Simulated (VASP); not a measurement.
# TaN (P6_3/mmc) in VASP: a series of runs

The runs below take TaN through relaxation of cell and atoms, single point, atomic charges, with PBE, PBEsol.

Everything below comes from runs of VASP 6.6.1. Logs are shortened: lines on timing, memory, paths and dates and some standing lists are left out, and cuts for length are marked.

**1. Starting point**

The structure is hexagonal, space group P6_3/mmc (No. 194). Conventional cell: a = 2.922 Å, b = 2.922 Å, c = 5.917 Å, α = 90.00°, β = 90.00°, γ = 120.00°. Around Ta (site symmetry -3m) lie 6 N at 2.24 Å. N (site symmetry -6m2) has 6 Ta at 2.24 Å as nearest neighbours.

The cell comes from a database or a generator and needn't be the stable form of this composition.

**2. Relaxation of cell and atoms, PBE**

The input, INCAR:

```
PREC = Accurate
ENCUT = 580
EDIFF = 1E-7
ISMEAR = -1
SIGMA = 0.05
LREAL = F
LASPH = T
NELM = 80
ALGO = Fast
ISIF = 3
LWAVE = F
LCHARG = F
GGA = PE
IBRION = 2
NSW = 60
EDIFFG = -0.005
```

The input, KPOINTS:

```
Automatic mesh
0
Gamma
  10 10 5
```

The input, POSCAR:

```
TaN
1.0
    2.9217699809      0.0000000000      0.0000000000
   -1.4608849905      2.5303270275      0.0000000000
    0.0000000000      0.0000000000      5.9165150000
Ta N
2 2
Direct
    0.0000000000      0.0000000000      0.5000000000
    0.0000000000      0.0000000000      0.0000000000
    0.3333333333      0.6666666667      0.2500000000
    0.6666666667      0.3333333333      0.7500000000
```

Potentials or basis: VASP PAW PBE potentials, release 54 (Ta, N).

On the command line:

```
cat potpaw_PBE.54/Ta/POTCAR potpaw_PBE.54/N/POTCAR > POTCAR
mpirun -np 1 vasp_std > vasp.out
```

OUTCAR:

```text
PREC = Accurate
   ENCUT = 580
   EDIFF = 1E-7
   ISMEAR = -1
   LREAL = F
   LASPH = T
   NELM = 80
   ISIF = 3
   GGA = PE
   IBRION = 2
   NSW = 60
   EDIFFG = -0.005

 ion  position               nearest neighbor table
   1  0.000  0.000  0.500-   3 2.24   4 2.24   4 2.24   3 2.24   4 2.24   3 2.24   2 2.96   2 2.96

   2  0.000  0.000  0.000-   3 2.24   4 2.24   4 2.24   3 2.24   4 2.24   3 2.24   1 2.96   1 2.96

   3  0.333  0.667  0.250-   1 2.24   2 2.24   1 2.24   2 2.24   1 2.24   2 2.24
   4  0.667  0.333  0.750-   1 2.24   2 2.24   1 2.24   2 2.24   1 2.24   2 2.24

  LATTYP: Found a hexagonal cell.
 ALAT       =     2.9217699809
 C/A-ratio  =     2.0249763119

  Lattice vectors:

 A1 = (   2.9217699809,   0.0000000000,   0.0000000000)
 A2 = (  -1.4608849905,   2.5303270275,   0.0000000000)
 A3 = (   0.0000000000,   0.0000000000,   5.9165150000)

Analysis of symmetry for initial positions (statically):
=====================================================================
 Subroutine PRICEL returns:
 Original cell was already a primitive cell.

 Routine SETGRP: Setting up the symmetry group for a
 hexagonal supercell.

 Subroutine GETGRP returns: Found 24 space group operations
 (whereof 12 operations were pure point group operations)
 out of a pool of 24 trial point group operations.

The static configuration has the point symmetry D_3d.
 The point group associated with its full space group is D_6h.

Analysis of symmetry for dynamics (positions and initial velocities):
=====================================================================
 Subroutine PRICEL returns:
 Original cell was already a primitive cell.

 Routine SETGRP: Setting up the symmetry group for a
 hexagonal supercell.

 Subroutine GETGRP returns: Found 24 space group operations
 (whereof 12 operations were pure point group operations)
 out of a pool of 24 trial point group operations.

The dynamic configuration has the point symmetry D_3d.
 The point group associated with its full space group is D_6h.

 Subroutine INISYM returns: Found 24 space group operations
 (whereof 12 operations are pure point group operations),
 and found     1 'primitive' translations

----------------------------------------------------------------------------------------

                                     Primitive cell

  volume of cell :      43.7410

  direct lattice vectors                    reciprocal lattice vectors
     2.921769981  0.000000000  0.000000000     0.342258291  0.197602916  0.000000000
    -1.460884991  2.530327027  0.000000000     0.000000000  0.395205833  0.000000000
     0.000000000  0.000000000  5.916515000     0.000000000  0.000000000  0.169018417
[... 111 lines left out ...]
  Thomas-Fermi vector in A             =   2.394684
   LORBIT       =      0    0 simple, 1 ext, 2 COOP (PROOUT), +10 PAW based schemes
   GGA     = PE    functional components
   LHFCALC =     F    Hartree Fock is set to
   AEXX    =    0.0000 exact exchange contribution
   IVDW    =     0    specifies the selected vdW correction
   LEPSILON=     F    determine dielectric tensor
   LRPA    =     F    only Hartree local field effects (RPA)
 conjugate gradient relaxation of ions
 non-spin polarized calculation
 RMM-DIIS sequential band-by-band and
  energy-cutoff  :      580.00
  volume of cell :       43.74
 maximum number of plane-waves:      1400
 NGX is ok and might be reduce to    24
   NGX = 11   NGY = 11   NGZ = 23

--------------------------------------- Ionic step        1  -------------------------------------------

 number of electron      20.0000000 magnetization

 Free energy of the ion-electron system (eV)
  ---------------------------------------------------
  ext. energy  EPLUGINS =         0.00000000
  ---------------------------------------------------
  free energy    TOTEN  =       -44.23050515 eV

  energy without entropy =      -44.22042833  energy(sigma->0) =      -44.22546674

------------------------ aborting loop because EDIFF is reached ----------------------------------------

  FORCE on cell =-STRESS in cart. coord.  units (eV):
  Direction    XX          YY          ZZ          XY          YZ          ZX
  --------------------------------------------------------------------------------------
  -------------------------------------------------------------------------------------
  Total       -0.5806316     -0.5806316     -0.5238908      0.0000000      0.0000000     -0.0000000
  in kB      -21.2678024    -21.2678024    -19.1894587      0.0000000      0.0000000     -0.0000000
  external PRESSURE =     -20.5750212 kB  Pullay stress =       0.0000000 kB
[... 177 lines left out ...]
--------------------------------------- Ionic step        6  -------------------------------------------

 number of electron      19.9999999 magnetization

 Free energy of the ion-electron system (eV)
  ---------------------------------------------------
  ext. energy  EPLUGINS =         0.00000000
  ---------------------------------------------------
  free energy    TOTEN  =       -44.23229671 eV

  energy without entropy =      -44.22227277  energy(sigma->0) =      -44.22728474

 E-fermi :   8.4061     XC(G=0): -13.1279

 val. band max:        8.3731005790   @ k =   0.1000   0.1000   0.4000
 cond. band min:       8.4149508253   @ k =   0.1000   0.0000   0.2000
 fundamental gap:      0.0418502462
 Fermi energy:         8.4061428568

 k-point     1 :       0.0000    0.0000    0.0000
  band No.  band energies     occupation
      1      -9.1471      2.00000
      2      -6.9541      2.00000
      3      -0.8490      2.00000
      4       3.5987      2.00000
      5       3.5987      2.00000
      6       4.1023      2.00000
      7       4.9055      2.00000
      8       6.4330      2.00000
      9       6.4330      2.00000
     10       8.1741      1.98089
     11       8.1741      1.98089
     12       8.9684      0.00003
     13       8.9684      0.00003
     14      10.7500      0.00000
[... 377 lines left out ...]
      1      -7.5143      2.00000
      2      -6.5364      2.00000
      3       0.0463      2.00000
      4       1.2687      2.00000
      5       2.1635      2.00000
      6       3.4069      2.00000
      7       3.7377      2.00000
      8       4.0979      2.00000
      9       6.2351      2.00000
     10       6.7290      2.00000
     11      11.0833      0.00000
     12      11.7422      0.00000
     13      12.3276      0.00000
     14      13.1723      0.00000

 [... further k-points ...]
[... 5 lines left out ...]
  --------------------------------------------------------------------------------------
  -------------------------------------------------------------------------------------
  Total       -0.0073816     -0.0073816     -0.0086291      0.0000000     -0.0000000      0.0000000
  in kB       -0.2720380     -0.2720380     -0.3180117      0.0000000     -0.0000000      0.0000000
  external PRESSURE =      -0.2873625 kB  Pullay stress =       0.0000000 kB
[... 19 lines left out ...]
  FREE ENERGIE OF THE ION-ELECTRON SYSTEM (eV)
  ---------------------------------------------------
  free  energy   TOTEN  =       -44.2322967106 eV

  energy  without entropy=      -44.2222727732  energy(sigma->0) =      -44.22728474

 reached required accuracy - stopping structural energy minimisation
```

It took 42 s on 1 thread of Intel Xeon 6975P-C (Granite Rapids), shared host; peak memory 0.18 GiB.

Results:

```yaml
Free_energy: -44.2323 eV
Relaxed_volume: 10.87 Å³/atom
Relaxed_cell: a = 2.915 Å, b = 2.915 Å, c = 5.908 Å, α = 90.00°, β = 90.00°, γ = 120.00°
Space_group_after_relaxing_to_0.05_Å: P6_3/mmc (No. 194)
Energy_gained_by_relaxing: 0.4 meV/atom
Ionic_steps: 6
Pressure_after_relaxing: 0.0 GPa
Band_gap_on_the_k_mesh: none (metal or under the smearing width)
```

Step by step:
```tsv
step	energy change (eV)	largest force (eV/Å)	pressure (GPa)	volume (Å³)
1	0.0000	0.0000	-2.06	43.74
2	0.0076	0.0000	5.03	42.86
3	-0.0018	0.0000	0.01	43.47
4	-0.0018	0.0000	-0.02	43.48
5	-0.0018	0.0000	-0.03	43.47
6	-0.0018	0.0000	-0.03	43.47
```

Final structure:
```
CELL_PARAMETERS angstrom
2.91497 0.00000 0.00000
-1.45748 2.52444 0.00000
0.00000 0.00000 5.90794
ATOMIC_POSITIONS crystal
Ta 0.00000 0.00000 0.50000
Ta 0.00000 0.00000 0.00000
N 0.33333 0.66667 0.25000
N 0.66667 0.33333 0.75000
```

Levels at points of the mesh, in eV from the Fermi level:
| k point | band 8 | band 9 | band 10 | band 11 | band 12 | band 13 |
| --- | --- | --- | --- | --- | --- | --- |
| (0.00, 0.00, 0.00) | -1.97 | -1.97 | -0.23 | -0.23 | 0.56 | 0.56 |
| (0.50, 0.00, 0.00) | -3.71 | -2.79 | -2.13 | 2.85 | 3.97 | 4.83 |

Spin-orbit coupling is left out, which matters for the levels of Ta.

**3. Single point, PBEsol**

The input, INCAR:

```
PREC = Accurate
ENCUT = 520
EDIFF = 1E-6
ISMEAR = 0
SIGMA = 0.02
LREAL = F
LASPH = T
NELM = 60
ALGO = Normal
ISIF = 2
LWAVE = F
LCHARG = F
GGA = PS
```

The input, KPOINTS:

```
regular mesh
0
Gamma
  10 10 5
```

POSCAR is that of step 2.

Potentials or basis: VASP PAW PBE potentials, release 64 (Ta_pv, N).

On the command line:

```
cat potpaw_PBE.64/Ta_pv/POTCAR potpaw_PBE.64/N/POTCAR > POTCAR
mpirun -np 1 vasp_std > vasp.out
```

Run time: 25 s. Hardware: 1 thread of Intel Xeon Platinum 8488C (Sapphire Rapids), shared host; peak memory 0.19 GiB.

Results (log left out):

```
Free energy            : -46.7312 eV
Pressure               : -9.6 GPa
Band gap on the k mesh : none (metal or under the smearing width)
```

Stress tensor (GPa, compression positive):
```
 -9.35   0.00   0.00
  0.00  -9.35   0.00
  0.00   0.00 -10.26
```

Levels at points of the mesh, in eV from the Fermi level:
```tsv
k point	band 12	band 13	band 14	band 15	band 16	band 17	band 18	band 19	band 20
(0.00, 0.00, 0.00)	-4.27	-3.44	-1.92	-1.92	-0.21	-0.21	0.57	0.57	2.39
(0.50, 0.00, 0.00)	-5.34	-4.10	-3.68	-2.74	-2.09	2.84	3.98	4.84	5.18
```

Caveat: the PAW data sets were made with another functional, which shifts forces and pressure a little.

[end of part 1 of 2]
